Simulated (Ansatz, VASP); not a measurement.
TaN in VASP and in Ansatz

INCAR

```
SYSTEM = TaN
PREC     = Accurate       ! precision mode
ENCUT    = 520            ! plane-wave cutoff, eV
EDIFF    = 1E-8           ! SCF threshold, eV
ISMEAR   = -1             ! smearing method
SIGMA    = 0.02           ! smearing width, eV
LREAL    = .FALSE.        ! projectors in reciprocal space
LASPH    = .TRUE.         ! aspherical terms in the spheres
NELM     = 100            ! most SCF steps
ALGO     = Normal         ! electronic algorithm
ISIF     = 2              ! what is computed and relaxed
LWAVE    = .FALSE.        ! write WAVECAR
LCHARG   = .FALSE.        ! write CHGCAR
GGA      = PE             ! functional
LEFG     = .TRUE.       
NBANDS   = 15             ! bands
```

Contents of KPOINTS:

```
Automatic mesh
0
G
  12 12 10
  0 0 0
```

File POSCAR:

```
TaN
1.0
    2.9574563715      0.0000000000      0.0000000000
   -1.4787281858      2.5612323484      0.0000000000
    0.0000000000      0.0000000000      2.9020932717
Ta N
1 1
Direct
    0.3333333333      0.6666666667      0.5000000000
    0.0000000000      0.0000000000      0.0000000000
```

Input for Ansatz:

```yaml
crystal:
  lattice:
    - [2.9574563715, 0.0, 0.0]
    - [-1.4787281858, 2.5612323484, 0.0]
    - [0.0, 0.0, 2.9020932717]
  atoms:
    - { symbol: Ta, position: [0.3333333333, 0.6666666667, 0.5] }
    - { symbol: "N", position: [0.0, 0.0, 0.0] }
kpoints:
  mp_grid: { grid: [12, 12, 10] }
scf:
  occupations: { method: fermi_dirac, width: 0.02 }
hamiltonian:
  xc: pbe
  pseudopotentials: { kind: paw }
output:
  forces: true
  stress: true
  eigenvalues: true
  efg: { contact_densities: true }
```

Change from the starting cell: volume scaled by 1.02, PAW files.

Alike in both runs: task electric field gradients; functional PBE; k mesh 12 × 12 × 10; occupations fermi-dirac, width 0.02 eV; no spin polarisation.

```csv
,VASP,Ansatz
version,VASP 6.6.1,Ansatz 0.2.0
potentials or method,"VASP PAW PBE potentials, release 64 (Ta_pv, N)","PAW with Ansatz's default frozen-core files, scalar-relativistic"
plane-wave cutoff (eV),520,420
valence electrons in the cell,16,18
```

|  | VASP | Ansatz | Ansatz less VASP |
| --- | --- | --- | --- |
| pressure (GPa) | -1.5 | -2.1 | -0.64 |
| largest component of the traceless stress (GPa) | 0.30 | 0.19 | -0.107 |
| Vzz of the field gradient on the site that differs most (V/Å²) | 22.3 | 55.5 | +33.27 |

With one functional, cell and mesh, what is left measures potentials, basis and numerics. The two sets of potentials don't hold the same shells in valence. Ansatz warned: «gradients_without_spin_orbit».

The runs have no spin-orbit coupling, so splittings on Ta are missing.
